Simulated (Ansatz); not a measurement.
# PtS2 (P-3m1) in Ansatz: notebook

Runs on PtS2. Level: PBE. Tasks: single point, equation of state.

Everything below comes from runs of Ansatz 0.2.0. Logs are shortened: lines on timing, memory, paths and dates and some standing lists are left out, and cuts for length are marked.

## 1. The structure

It takes space group P-3m1 (No. 164, trigonal). Conventional cell: a = 3.543 Å, b = 3.543 Å, c = 5.039 Å, α = 90.00°, β = 90.00°, γ = 120.00°. Pt (site symmetry -3m) is surrounded by 6 S at 2.34 Å. S (site symmetry 3m) has 3 Pt at 2.34 Å as nearest neighbours.

## 2. Single point, PBE, 17.17 Å³/atom (volume scaled by 0.94)

input.yaml

```yaml
crystal:
  lattice:
    - [3.4708695004, 0.0, 0.0]
    - [-1.7354347502, 3.0058611606, 0.0]
    - [0.0, 0.0, 4.9359384846]
  atoms:
    - { symbol: Pt, position: [0.0, 0.0, 0.0] }
    - { symbol: S, position: [0.6666666667, 0.3333333333, 0.773] }
    - { symbol: S, position: [0.3333333333, 0.6666666667, 0.227] }
hamiltonian:
  xc: pbe
  pseudopotentials: { kind: paw }
kpoints:
  mp_grid: { grid: [9, 9, 5] }
scf:
  occupations: { method: fermi_dirac, width: 0.05 }
output:
  forces: true
  stress: true
  eigenvalues: true
  write_density: true
  write_potential: true
  elf: true
  volumetric_format: npy
```

Potentials or basis: Ansatz PAW.

The run is started by

```console
> ansatz run input.yaml --threads 2 --pin off --max-ram 5632MiB --backend cpu --events-out ev --progress --plain --runs-dir out
```

The log of the run:

```text
Warning: RAYON_NUM_THREADS=2 ignored (pool sized by the plan → 2); use --threads N
Engine: ansatz 0.2.0, x86_64-unknown-linux-gnu
Pseudopotentials: kind: paw
Pseudopotential: Pt, paw, valence charge 18, recommended cutoff 420 eV (normal), Pt.paw.azcp
Pseudopotential: S, paw, valence charge 6, recommended cutoff 420 eV (normal), S.paw.azcp
Functional definition: PBE
  parameter kappa = 0.804
  parameter beta = 0.06672455060314922
  exchange = pbe_x(kappa = kappa, mu = beta*pi^2/3)
  correlation = pbe_c(beta = beta)
Crystal: 3 atoms, lattice volume = 51.496 Å³
Basis set: ecut = 420 eV, 1007 PW (Γ), exchange–correlation on 48×48×72 points (8 copies of the dense FFT grid, shifted against one another)
Bands: 19, of which v1, the nominal top of the filled ones, is band 15 counted from 1 (14 counted from 0)
Symmetry: 12 space group operations
Space group: P-3m1 (ITA 164), of the structure as read, at distance tolerance 3.7e-5 Å
k-points: 50 of 405
Non-local potential: Pt, projectors of the file, l = 0: 3, l = 1: 2, l = 2: 2, l = 3: 1
Non-local potential: S, projectors of the file, l = 0: 2, l = 1: 2, l = 2: 2
PAW form: soft (Blöchl's): semilocal exchange-correlation on the pseudo side does not see the compensation charge
PAW one-centre angular grid: Pt, 590 points (default); XC on 64 Gauss nodes
PAW one-centre angular grid: S, 110 points (default); XC on 64 Gauss nodes
Initial density: superposition of atomic densities (neutral atoms: chi_scale 0, normalization atom), corrected by the library's trained network
Initial wavefunctions: pseudopotential atomic-orbital guess
Functional: x = pbe(κ = 0.804, μ = 0.2195149727645171), c = pbe(β = 0.06672455060314922)
SCF iter   1: F=—  HF=-14327.699542 eV  |F-HF|=—  |Δ(HF+E_count)|=         —  Δρ=3.86e-3  dr2=7.90e-3  ethr=1.77e-3  ⟨swp⟩=5.6  Hψ=4860  notcnv=0
preconditioner: auto → Resta (q_TF=auto, 2.493 Å⁻¹)  ε∞=6.4  [insulator: Δε(μ)=1.084 eV  Ē_g=10.417 eV  σ=0.050 eV  W_gap=1.00  n_scr=20 (ndim 8)  ℏωp=24.3 eV  f_vac=0.017  D(μ)=0.00/eV (n_scr^D=0)  ε∞_Penn≈6.4]
SCF iter   2: F=—  HF=-14327.698277 eV  |F-HF|=—  |Δ(HF+E_count)|=   1.27e-3  Δρ=2.03e-3  dr2=2.79e-3  ethr=2.63e-5  ⟨swp⟩=2.0  Hψ=1557  notcnv=0
SCF iter   3: F=—  HF=-14327.698183 eV  |F-HF|=—  |Δ(HF+E_count)|=   9.34e-5  Δρ=5.90e-4  dr2=2.02e-4  ethr=9.31e-6  ⟨swp⟩=2.0  Hψ=1505  notcnv=0
SCF iter   4: F=—  HF=-14327.698167 eV  |F-HF|=—  |Δ(HF+E_count)|=   1.64e-5  Δρ=2.36e-4  dr2=2.65e-5  ethr=6.74e-7  ⟨swp⟩=2.8  Hψ=1503  notcnv=0
SCF iter   5: F=—  HF=-14327.698165 eV  |F-HF|=—  |Δ(HF+E_count)|=   2.35e-6  Δρ=8.05e-5  dr2=5.44e-6  ethr=8.82e-8  ⟨swp⟩=2.0  Hψ=1420  notcnv=0
SCF iter   6: F=—  HF=-14327.698165 eV  |F-HF|=—  |Δ(HF+E_count)|=   1.56e-7  Δρ=3.16e-5  dr2=7.15e-7  ethr=1.81e-8  ⟨swp⟩=2.0  Hψ=1372  notcnv=0
SCF iter   7: F=-14327.698165 eV  HF=-14327.698165 eV  |F-HF|=1.58e-8  |Δ(HF+E_count)|=   2.07e-7  Δρ=4.50e-6  dr2=1.02e-8  ethr=3.33e-10  ⟨swp⟩=7.0  Hψ=6451  notcnv=0
SCF 1 converged in 7 iterations: F = -14327.698165 eV  dr2 = 1.02e-8
SCF converged after 7 iterations
Free energy (F): -14327.698165 eV
Harris-Foulkes:  -14327.698165 eV  (|F-HF|=1.58e-8)
Internal energy: -14327.698163 eV  (E = F + TS)
E sigma→0 (E₀):  -14327.698164 eV
Entropy (-TS):   -0.000002 eV (-0.001 meV/atom)
Fermi energy:    12.671628 eV
--- Per-component energies (eV) ---
  E_band       = -294.747035
  E_kinetic    = 861.056991
  E_local      = -3067.792506  (includes V_loc(G=0)·N_el)
  E_nonlocal   = 255.142631
  E_hartree    = 1219.218027
  E_xc         = -459.983557
  E_vxc        = -483.108928  (∫ρ·V_xc dr)
  E_paw        = -10654.491804  (= ΣΔE_a)
  E_vpaw       = -298.480339  (= ΣTr[D̂ρ^β])
  E_aug_tail   = 0.000195  (compensation charges beyond the density's cutoff)
  E_ewald      = -2480.848139
  E_smearing   = -0.000002  (= −TS)
  E_closure    = -0.000000  (closes the sum)
  Σ components = -14327.698165   (vs F -14327.698165, Δ=0.00e0)
--- Forces (eV/Å), atoms counted from 1 ---
  atom   1  Pt    -0.00000000    -0.00000000     0.00000000
  atom   2  S     -0.00000000    -0.00000000    -2.31715249
  atom   3  S      0.00000000     0.00000000     2.31715249
  max |Σ_I F_I| component: 1.39e-17 eV/Å
--- Stress (GPa, compression-positive) ---
       26.620528      -0.000000      -0.000000
       -0.000000      26.620528       0.000000
       -0.000000       0.000000      19.163323
  P = ⅓ Tr σ = 24.1348 GPa (241.348 kbar)
--- Band table (eV; the first three rows and the last of 50) ---
  k-point 0: bands = ["-87.6480", "-41.9457", "-41.9457", "-41.7614", "-4.0536", "-0.3816", "4.5073", "4.5073", "4.6743", "7.7622", "7.7622", "10.2248", "10.9233", "10.9233", "11.9465", "14.7750", "14.7750", "16.8322", "18.4240"]
  k-point 1: bands = ["-87.6480", "-41.9457", "-41.9457", "-41.7614", "-3.9627", "-0.6668", "4.5144", "4.5144", "5.1197", "7.7527", "7.7527", "10.0395", "10.8503", "10.8503", "11.6784", "14.9568", "14.9568", "16.9241", "19.0410"]
  k-point 2: bands = ["-87.6480", "-41.9457", "-41.9457", "-41.7614", "-3.7909", "-1.1079", "4.5260", "4.5260", "5.9131", "7.7379", "7.7379", "9.5356", "10.7380", "10.7380", "11.3598", "15.2724", "15.2724", "17.3455", "19.6796"]
  k-point 49: bands = ["-87.6473", "-41.9685", "-41.9685", "-41.7567", "-1.5002", "-1.5002", "5.0379", "5.0379", "5.1424", "7.4483", "7.4483", "8.1729", "8.4210", "10.1514", "10.1514", "14.3829", "14.3829", "19.4693", "20.1010"]
```

rho_z.tsv:

```text
# z_ang	rho[e/angstrom^3]
# format = ansatz-planar-average/11
# lattice	3.470869500	0.000000000	0.000000000
# lattice	-1.735434750	3.005861161	0.000000000
# lattice	0.000000000	0.000000000	4.935938485
# sites	3
# site	78	0.000000000	0.000000000	0.000000000
# site	16	1.735434750	1.001953720	3.815480449
# site	16	0.000000000	2.003907440	1.120458036
0.000000	1.638910e0
0.137109	1.573382e0
0.274219	1.403849e0
0.411328	1.183333e0
0.548438	9.578249e-1
0.685547	7.618868e-1
0.822656	6.157110e-1
0.959766	5.167262e-1
1.096875	4.495808e-1
1.233985	4.057082e-1
1.371094	3.758381e-1
1.508203	3.438769e-1
1.645313	2.988187e-1
1.782422	2.419583e-1
1.919532	1.838714e-1
2.056641	1.351250e-1
2.193750	1.007861e-1
2.330860	8.108823e-2
2.467969	7.469855e-2
2.605079	8.108823e-2
2.742188	1.007861e-1
2.879297	1.351250e-1
3.016407	1.838714e-1
3.153516	2.419583e-1
3.290626	2.988187e-1
3.427735	3.438769e-1
3.564844	3.758381e-1
3.701954	4.057082e-1
3.839063	4.495808e-1
3.976173	5.167262e-1
4.113282	6.157110e-1
4.250391	7.618868e-1
4.387501	9.578249e-1
4.524610	1.183333e0
4.661720	1.403849e0
4.798829	1.573382e0
```

v_z.tsv:

```text
# z_ang	v_es[eV]	v_tot[eV]
# format = ansatz-planar-average/11
# xc	pbe
# density_cutoff_ev	1680
# datasets	Pt=:simpson_from_first_knot:soft	S=:simpson_from_first_knot:soft
# lattice	3.470869500	0.000000000	0.000000000
# lattice	-1.735434750	3.005861161	0.000000000
# lattice	0.000000000	0.000000000	4.935938485
# sites	3
# site	78	0.000000000	0.000000000	0.000000000
# site	16	1.735434750	1.001953720	3.815480449
# site	16	0.000000000	2.003907440	1.120458036
0.000000	-4.388931e0	-1.932976e1
0.137109	-4.092014e0	-1.896636e1
0.274219	-3.328150e0	-1.799865e1
0.411328	-2.367379e0	-1.670076e1
0.548438	-1.243391e0	-1.512747e1
0.685547	1.998595e-1	-1.324867e1
0.822656	1.837190e0	-1.128173e1
0.959766	3.214531e0	-9.585072e0
1.096875	4.187445e0	-8.200065e0
1.233985	5.051829e0	-6.772433e0
1.371094	6.066180e0	-5.035866e0
1.508203	7.473366e0	-2.823128e0
1.645313	9.423633e0	-1.044095e-1
1.782422	1.166484e1	2.859287e0
1.919532	1.362718e1	5.561140e0
2.056641	1.494281e1	7.579174e0
2.193750	1.570432e1	8.919804e0
2.330860	1.611376e1	9.683343e0
2.467969	1.624157e1	9.913245e0
2.605079	1.611376e1	9.683343e0
2.742188	1.570432e1	8.919804e0
2.879297	1.494281e1	7.579174e0
3.016407	1.362718e1	5.561140e0
3.153516	1.166484e1	2.859287e0
3.290626	9.423633e0	-1.044095e-1
3.427735	7.473366e0	-2.823128e0
3.564844	6.066180e0	-5.035866e0
3.701954	5.051829e0	-6.772433e0
3.839063	4.187445e0	-8.200065e0
3.976173	3.214531e0	-9.585072e0
4.113282	1.837190e0	-1.128173e1
4.250391	1.998595e-1	-1.324867e1
4.387501	-1.243391e0	-1.512747e1
4.524610	-2.367379e0	-1.670076e1
4.661720	-3.328150e0	-1.799865e1
4.798829	-4.092014e0	-1.896636e1
```

Wall time 2.8 s (2 threads of Intel Xeon at 2.70GHz, shared host); peak memory 0.38 GiB.

Results:

- Free energy: -14327.6982 eV
- Pressure: 24.1 GPa
- Largest force: 2.317 eV/Å
- Band gap on the k mesh: 1.08 eV, indirect (least direct gap 1.13 eV)

Caveat: odd divisions of the mesh miss points on the zone boundary, where band edges often lie, so the gap on the mesh can be too wide; spin-orbit coupling is left out, which moves the levels of the heavy elements; forces of over 1 eV/Å show positions far from the minimum, so gaps and moduli don't describe the material at rest.

## 3. Single point, PBE, 17.53 Å³/atom (volume scaled by 0.96)

Edit input.yaml of step 2 so:

```diff
@@ -2,5 +2,5 @@
   lattice:
-    - [3.4708695004, 0.0, 0.0]
-    - [-1.7354347502, 3.0058611606, 0.0]
-    - [0.0, 0.0, 4.9359384846]
+    - [3.4953130487, 0.0, 0.0]
+    - [-1.7476565244, 3.0270298944, 0.0]
+    - [0.0, 0.0, 4.9706997601]
   atoms:
```

Potentials or basis: Ansatz PAW.

The run is started by

```console
> ansatz run input.yaml --threads 2 --pin off --max-ram 5632MiB --backend cpu --events-out ev --progress --plain --runs-dir out
```

Wall time 2.6 s (2 threads of Intel Xeon at 2.70GHz, shared host); peak memory 0.37 GiB.

The run converged. Its results:

- Free energy: -14327.8470 eV
- Pressure: 19.5 GPa
- Largest force: 1.934 eV/Å
- Band gap on the k mesh: 1.06 eV, indirect (least direct gap 1.11 eV)

Caveat: odd divisions of the mesh miss points on the zone boundary, where band edges often lie, so the gap on the mesh can be too wide; spin-orbit coupling is left out, which moves the levels of the heavy elements; forces of over 1 eV/Å show positions far from the minimum, so gaps and moduli don't describe the material at rest.

## 4. Single point, PBE, 17.90 Å³/atom (volume scaled by 0.98)

Edit input.yaml of step 3 so:

```diff
@@ -2,5 +2,5 @@
   lattice:
-    - [3.4953130487, 0.0, 0.0]
-    - [-1.7476565244, 3.0270298944, 0.0]
-    - [0.0, 0.0, 4.9706997601]
+    - [3.5194194177, 0.0, 0.0]
+    - [-1.7597097089, 3.0479066223, 0.0]
+    - [0.0, 0.0, 5.0049815314]
   atoms:
```

The run is started by

```console
> ansatz run input.yaml --threads 2 --pin off --max-ram 5632MiB --backend cpu --events-out ev --progress --plain --runs-dir out
```

It took 2.2 s on 2 threads of Intel Xeon at 2.70GHz, shared host; peak memory 0.37 GiB.

Results (log left out):

```
Free energy            : -14327.9659 eV
Pressure               : 15.3 GPa
Largest force          : 1.581 eV/Å
Band gap on the k mesh : 1.04 eV, indirect (least direct gap 1.09 eV)
```

Caveat: odd divisions of the mesh miss points on the zone boundary, where band edges often lie, so the gap on the mesh can be too wide; spin-orbit coupling is left out, which moves the levels of the heavy elements; forces of over 1 eV/Å show positions far from the minimum, so gaps and moduli don't describe the material at rest.

## 5. Single point, PBE, 18.26 Å³/atom

Edit input.yaml of step 4 so:

```diff
@@ -2,5 +2,5 @@
   lattice:
-    - [3.5194194177, 0.0, 0.0]
-    - [-1.7597097089, 3.0479066223, 0.0]
-    - [0.0, 0.0, 5.0049815314]
+    - [3.5432, 0.0, 0.0]
+    - [-1.7716, 3.0685012107, 0.0]
+    - [0.0, 0.0, 5.0388]
   atoms:
@@ -20,5 +20 @@
   eigenvalues: true
-  write_density: true
-  write_potential: true
-  elf: true
-  volumetric_format: npy
```

The run is started by

```console
> ansatz run input.yaml --threads 2 --pin off --max-ram 5632MiB --backend cpu --events-out ev --progress --plain --runs-dir out
```

Run time: 1.9 s. Hardware: 2 threads of Intel Xeon at 2.70GHz, shared host; peak memory 0.37 GiB.

Results (log left out):

```yaml
Free_energy: -14328.0577 eV
Pressure: 11.6 GPa
Largest_force: 1.257 eV/Å
Band_gap_on_the_k_mesh: 1.02 eV, indirect (least direct gap 1.07 eV)
```

Caveat: odd divisions of the mesh miss points on the zone boundary, where band edges often lie, so the gap on the mesh can be too wide; spin-orbit coupling is left out, which moves the levels of the heavy elements; forces of over 1 eV/Å show positions far from the minimum, so gaps and moduli don't describe the material at rest.

## 6. Single point, PBE, 18.63 Å³/atom (volume scaled by 1.02)

Edit input.yaml of step 5 so:

```diff
@@ -2,5 +2,5 @@
   lattice:
-    - [3.5432, 0.0, 0.0]
-    - [-1.7716, 3.0685012107, 0.0]
-    - [0.0, 0.0, 5.0388]
+    - [3.5666655845, 0.0, 0.0]
+    - [-1.7833327923, 3.088823003, 0.0]
+    - [0.0, 0.0, 5.0721705089]
   atoms:
@@ -20 +20,5 @@
   eigenvalues: true
+  write_density: true
+  write_potential: true
+  elf: true
+  volumetric_format: npy
```

Potentials or basis: Ansatz PAW.

The run is started by

```console
> ansatz run input.yaml --threads 2 --pin off --max-ram 5632MiB --backend cpu --events-out ev --progress --plain --runs-dir out
```

Wall time 2.9 s (2 threads of Intel Xeon at 2.70GHz, shared host); peak memory 0.38 GiB.

The run converged. Its results:

```yaml
Free_energy: -14328.1253 eV
Pressure: 8.2 GPa
Largest_force: 0.957 eV/Å
Band_gap_on_the_k_mesh: 1.00 eV, indirect (least direct gap 1.05 eV)
```

Caveat: odd divisions of the mesh miss points on the zone boundary, where band edges often lie, so the gap on the mesh can be too wide; spin-orbit coupling is left out, which moves the levels of the heavy elements.

## 7. Single point, PBE, 18.99 Å³/atom (volume scaled by 1.04)

Edit input.yaml of step 6 so:

```diff
@@ -2,5 +2,5 @@
   lattice:
-    - [3.5666655845, 0.0, 0.0]
-    - [-1.7833327923, 3.088823003, 0.0]
-    - [0.0, 0.0, 5.0721705089]
+    - [3.5898263996, 0.0, 0.0]
+    - [-1.7949131998, 3.1088808573, 0.0]
+    - [0.0, 0.0, 5.105107604]
   atoms:
```

The run is started by

```console
> ansatz run input.yaml --threads 2 --pin off --max-ram 5632MiB --backend cpu --events-out ev --progress --plain --runs-dir out
```

It took 2.2 s on 2 threads of Intel Xeon at 2.70GHz, shared host; peak memory 0.37 GiB.

It converged, with:

```
Free energy            : -14328.1712 eV
Pressure               : 5.2 GPa
Largest force          : 0.681 eV/Å
Band gap on the k mesh : 0.97 eV, indirect (least direct gap 1.03 eV)
```

Caveat: odd divisions of the mesh miss points on the zone boundary, where band edges often lie, so the gap on the mesh can be too wide; spin-orbit coupling is left out, which moves the levels of the heavy elements.

## 8. Single point, PBE, 19.36 Å³/atom (volume scaled by 1.06)

Edit input.yaml of step 7 so:

```diff
@@ -2,5 +2,5 @@
   lattice:
-    - [3.5898263996, 0.0, 0.0]
-    - [-1.7949131998, 3.1088808573, 0.0]
-    - [0.0, 0.0, 5.105107604]
+    - [3.6126921524, 0.0, 0.0]
+    - [-1.8063460762, 3.12868318, 0.0]
+    - [0.0, 0.0, 5.1376250896]
   atoms:
@@ -20,5 +20 @@
   eigenvalues: true
-  write_density: true
-  write_potential: true
-  elf: true
-  volumetric_format: npy
```

The run is started by

```console
> ansatz run input.yaml --threads 2 --pin off --max-ram 5632MiB --backend cpu --events-out ev --progress --plain --runs-dir out
```

It took 2.1 s on 2 threads of Intel Xeon at 2.70GHz, shared host; peak memory 0.37 GiB.

Results (log left out):

```
Free energy            : -14328.1976 eV
Pressure               : 2.5 GPa
Largest force          : 0.426 eV/Å
Band gap on the k mesh : 0.95 eV, indirect (least direct gap 1.01 eV)
```

Caveat: odd divisions of the mesh miss points on the zone boundary, where band edges often lie, so the gap on the mesh can be too wide; spin-orbit coupling is left out, which moves the levels of the heavy elements.

## 9. Equation of state, PBE

Potentials or basis: Ansatz PAW.

This step only gathers the single runs of the series.

What came out:

```yaml
Equilibrium_volume: "19.74 Å³/atom (rough: see the caveat)"
Bulk_modulus_at_fixed_shape_and_positions: 124 GPa (rough)
```

Energy against volume, from the lowest point:
| volume (Å³/atom) | energy (meV/atom) |
| --- | --- |
| 17.165 | 166.47 |
| 17.531 | 116.84 |
| 17.896 | 77.24 |
| 18.261 | 46.63 |
| 18.626 | 24.09 |
| 18.992 | 8.80 |
| 19.357 | 0.00 |

Caveat: the minimum lies outside the volumes run; the cell was scaled at fixed shape and fractional positions, which overstates the stiffness of a crystal with free parameters, most of all of layers and chains. The run has no spin-orbit coupling, so splittings on Pt are missing.
